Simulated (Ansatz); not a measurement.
# Cancellation of cutoff errors in SnO

Level of theory: DFT PBE, scalar-relativistic, plane waves, PAW in Ansatz 0.2.0.

```xyz
8
Lattice="2.7369 -2.7378 0.0000 2.7369 2.7378 0.0000 0.0000 0.0000 10.2220" Properties=species:S:1:pos:R:3 pbc="T T T"
Sn    2.7369   -1.2952    8.8303
Sn    2.7369    1.2952    1.3916
Sn    2.7369   -1.4426    3.7193
Sn    2.7369    1.4426    6.5026
O     1.3685   -0.0654    2.5555
O     4.1054    0.0654    7.6665
O     1.3685    0.0654    7.6665
O     4.1054   -0.0654    2.5555
```

```
Γ-centred k-mesh : 10×10×4
occupation rule  : Gaussian smearing, 0.02 eV
spin treatment   : unpolarised
```

A second cell has all atoms moved and the lattice slightly strained:

```yaml
crystal:
  lattice:
    - [2.76270, -2.72982, -0.02911]
    - [2.75258, 2.71971, -0.03771]
    - [-0.12479, -0.01606, 10.27056]
  atoms:
    - { symbol: Sn, position: [0.73559, 0.26338, 0.86331] }
    - { symbol: Sn, position: [0.27390, 0.74405, 0.13495] }
    - { symbol: Sn, position: [0.75725, 0.23687, 0.36708] }
    - { symbol: Sn, position: [0.24103, 0.78178, 0.63492] }
    - { symbol: O, position: [0.27188, 0.24653, 0.24677] }
    - { symbol: O, position: [0.74318, 0.78238, 0.74911] }
    - { symbol: O, position: [0.22150, 0.27582, 0.74943] }
    - { symbol: O, position: [0.77802, 0.75991, 0.25348] }
```

It ran on a 6×6×4 mesh, another than the first cell's, which shifts the difference by nearly the same amount at every cutoff. Both were run at several values of the cutoff; energies per atom at zero smearing, errors against the largest value (600 eV), which isn't proved converged itself.

| cutoff | error, first cell (meV) | error, second cell (meV) |
| --- | --- | --- |
| 200 eV | 5528.62 | 5536.44 |
| 250 eV | 1135.55 | 1143.15 |
| 300 eV | 251.64 | 252.28 |
| 350 eV | 54.40 | 53.54 |
| 420 eV | 4.30 | 4.21 |

Problem. At the largest value the second cell lies 14.94 meV/atom above the first. What is the error of that difference at each value, and where does each quantity come within 1 meV/atom?

Solution. The error of the difference is the second cell's error less the first's:
```tsv
cutoff	difference (meV)	its error (meV)
200 eV	22.75	7.81
250 eV	22.53	7.60
300 eV	15.58	0.64
350 eV	14.07	-0.86
420 eV	14.84	-0.09
```

No value below the largest brings the first cell's total energy within 1 meV/atom, while the difference is there from 300 eV on. Most of the error cancels, by a factor of about 149 in the median. A missing short wave mostly misdescribes the region near each nucleus, which both cells share; what doesn't cancel comes largely from the change of volume and bonding.

This form isn't the usual stable structure of the compound.

6 further runs of this set aren't shown.